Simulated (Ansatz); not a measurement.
# Be: the cost of one run

Program: Ansatz 0.2.0. Level of theory: DFT PBE, scalar-relativistic, plane waves, PAW. These are calculated values, not measurements.

## (1) The starting structure

It takes space group P-1 (No. 2, triclinic). The conventional cell has a = 2.059 Å, b = 2.868 Å, c = 3.140 Å, α = 83.62°, β = 84.56°, γ = 70.00°. Be (site symmetry 1) is surrounded by 1 Be at 1.49 Å.

Coordinates:

```
CELL_PARAMETERS angstrom
3.58797 0.00000 0.00000
0.28413 2.85357 0.00000
-1.01071 -0.60712 1.68810
ATOMIC_POSITIONS crystal
Be 0.29700 0.20215 0.01523
Be 0.06147 0.59185 0.68043
```

This is candidate A: random cell without symmetry.

## (2) Rough relaxation on the coarse mesh (candidate A)

File input.yaml:

```yaml
crystal:
  lattice:
    - [3.5879695588, 0.0, 0.0]
    - [0.2841284814, 2.8535710385, 0.0]
    - [-1.0107056822, -0.607119435, 1.6881032185]
  atoms:
    - { symbol: Be, position: [0.2969971551, 0.2021507082, 0.0152255612] }
    - { symbol: Be, position: [0.0614731758, 0.5918486751, 0.680434875] }
basis:
  ecutwfc: 420
kpoints:
  mp_grid: { grid: [6, 6, 10] }
hamiltonian:
  xc: pbe
scf:
  occupations: { method: gaussian, width: 0.1 }
  lower_state_search: "off"
output:
  forces: true
  stress: true
  eigenvalues: true
relax:
  adjacent_minimum: "off"
  f_tol: 0.04
  max_steps: 70
  cell: { stress_tol: 0.4 }
```

Q: Estimate wall time and peak memory on 1 thread of an x86-64 CPU, shared host.

About 11 s, with a peak of 0.33 GiB.
